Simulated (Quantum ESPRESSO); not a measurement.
Input of a Quantum ESPRESSO 7.5 run:

File pw.in:

```
&CONTROL
  calculation = 'scf'
  prefix = 'pwscf'
  outdir = './tmp'
  pseudo_dir = './pseudo'
  tprnfor = .true.
  tstress = .true.
  disk_io = 'low'
/
&SYSTEM
  ibrav = 0
  celldm(1) = 8
  nat = 1
  ntyp = 1
  ecutwfc = 56
  ecutrho = 448
  nbnd = 17
  occupations = 'smearing'
  smearing = 'fd'
  degauss = 0.00367493
  nspin = 2
  starting_magnetization(1) = 0.1875
/
&ELECTRONS
  conv_thr = 2d-10
  electron_maxstep = 120
  mixing_beta = 0.3
/
ATOMIC_SPECIES
Fe    55.8450 fe_pbesol_v1.5.uspp.F.UPF
CELL_PARAMETERS alat
  0.0000000000000   0.4586695275687   0.4641888203544
  0.3539550832468   0.0000000000000   0.4641888203544
  0.3539550832468   0.4586695275687   0.0000000000000
ATOMIC_POSITIONS crystal
Fe     0.0000000000    0.0000000000    0.0000000000
K_POINTS automatic
13 13 13 0 0 0
HUBBARD {ortho-atomic}
U Fe-3d 2.0
```

File pp_density.in:

```
&INPUTPP
  prefix = 'pwscf'
  outdir = './tmp'
  filplot = 'density.dat'
  plot_num = 0
/
&PLOT
  nfile = 1
  filepp(1) = 'density.dat'
  iflag = 3
  output_format = 6
  fileout = 'density.cube'
/
```

pp_potential.in

```
&INPUTPP
  prefix = 'pwscf'
  outdir = './tmp'
  filplot = 'potential.dat'
  plot_num = 11
/
&PLOT
  nfile = 1
  filepp(1) = 'potential.dat'
  iflag = 3
  output_format = 6
  fileout = 'potential.cube'
/
```

File pp_spin.in:

```
&INPUTPP
  prefix = 'pwscf'
  outdir = './tmp'
  filplot = 'spin.dat'
  plot_num = 6
/
&PLOT
  nfile = 1
  filepp(1) = 'spin.dat'
  iflag = 3
  output_format = 6
  fileout = 'spin.cube'
/
```

Potentials or basis: GBRV 1.5 PBEsol.

Command:

```console
$ OMP_NUM_THREADS=1 mpirun -n 2 pw.x -nk 2 -in pw.in > pw.out
$ OMP_NUM_THREADS=1 mpirun -n 1 pp.x -in pp_density.in > pp_density.out
$ OMP_NUM_THREADS=1 mpirun -n 1 pp.x -in pp_potential.in > pp_potential.out
$ OMP_NUM_THREADS=1 mpirun -n 1 pp.x -in pp_spin.in > pp_spin.out
```

Problem. Predict the absolute moment.

Solution. 2.87 μB per cell.

Problem. Estimate the pressure.

Solution. 5.6 GPa.

Problem. Estimate the net moment.

Solution. 2.68 μB per cell.

Eigenvalues of the final occupation matrices:
| site | spin | trace | eigenvalues |
| --- | --- | --- | --- |
| Fe 1 3d | 1 | 4.63 | 0.91 0.91 0.92 0.94 0.95 |
| Fe 1 3d | 2 | 1.71 | 0.23 0.27 0.36 0.41 0.44 |

Caveat: the U is typed as a test and isn't derived for this compound. The state reached can hang on the start; a lower one may exist.
